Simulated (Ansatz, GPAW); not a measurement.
Given: the input of a run of Ansatz 0.2.0 on Al (Aluminum). 

The input input.yaml:

```yaml
crystal:
  lattice:
    - [0.0, 2.024805, 2.024805]
    - [2.024805, 0.0, 2.024805]
    - [2.024805, 2.024805, 0.0]
  atoms:
    - { symbol: Al, position: [0.0, 0.0, 0.0] }
kpoints:
  mp_grid: { grid: [11, 11, 11] }
scf:
  occupations: { method: gaussian, width: 0.026 }
hamiltonian:
  xc: pbe
  pseudopotentials: { kind: all_electron, lapw: { basis_error: 0.001 } }
output:
  forces: true
  stress: true
  eigenvalues: true
```

Potentials or basis: all-electron LAPW, scalar-relativistic.

The run is started by

```sh
$ ansatz run input.yaml --threads 1 --pin off --max-ram 3072MiB --backend cpu --events-out ev --progress --plain --runs-dir out
```

Q: What does the same run look like in GPAW 26.7.0 (ASE script)? Potentials or basis there: GPAW PAW data sets (gpaw-data 1.2.1), cutoff 600 eV.

A: As run (cutoffs and basis follow the program's own potentials, and thresholds, step limits or extra output files can differ):

run.py

```python
from ase import Atoms
from ase.dft.bandgap import bandgap
from ase.io import write
from ase.units import Bohr, GPa
from gpaw import GPAW, PW
from gpaw.elf import elf_from_dft_calculation

atoms = Atoms(['Al'],
              cell=[[0.0, 2.024805, 2.024805],
                    [2.024805, 0.0, 2.024805],
                    [2.024805, 2.024805, 0.0]],
              scaled_positions=[[0.0, 0.0, 0.0]],
              pbc=True)

calc = GPAW(mode=PW(600),
            xc='PBE',
            kpts={'size': (11, 11, 11), 'gamma': True},
            occupations={'name': 'methfessel-paxton', 'order': 0, 'width': 0.026000000000000002},
            nbands=7,
            convergence={'density': 1e-05, 'energy': 1e-05},
            maxiter=150,
            txt='gpaw.txt')
atoms.calc = calc
energy = atoms.get_potential_energy()
forces = atoms.get_forces()
stress = atoms.get_stress()
calc.write('gs.gpw')
write('result.traj', atoms)
print(f'Energy: {energy:.6f} eV')
print('Forces (eV/A):')
print(forces.round(4))
print('Stress (GPa):', (stress / GPa).round(3))
print('Fermi level:', round(calc.get_fermi_level(), 4), 'eV')
print(f'Gap: {bandgap(calc)[0]:.4f} eV, direct: {bandgap(calc, direct=True)[0]:.4f} eV')

# fields on the real-space grid
write('density.cube', atoms, data=calc.get_pseudo_density() * Bohr**3)
write('potential.cube', atoms, data=calc.get_electrostatic_potential())
write('elf.cube', atoms, data=elf_from_dft_calculation(calc).data)
```

Potentials or basis: GPAW PAW data sets (gpaw-data 1.2.1), pw.

Run with:

```console
$ OMP_NUM_THREADS=1 python run.py
```

Both were run:

|  | Ansatz | GPAW |
| --- | --- | --- |
| Pressure | -0.5 GPa | -0.4 GPa |

Where Ansatz's input types no cutoff or centring, it takes its own default and a Γ-centred mesh.

Pressure is positive in compression.
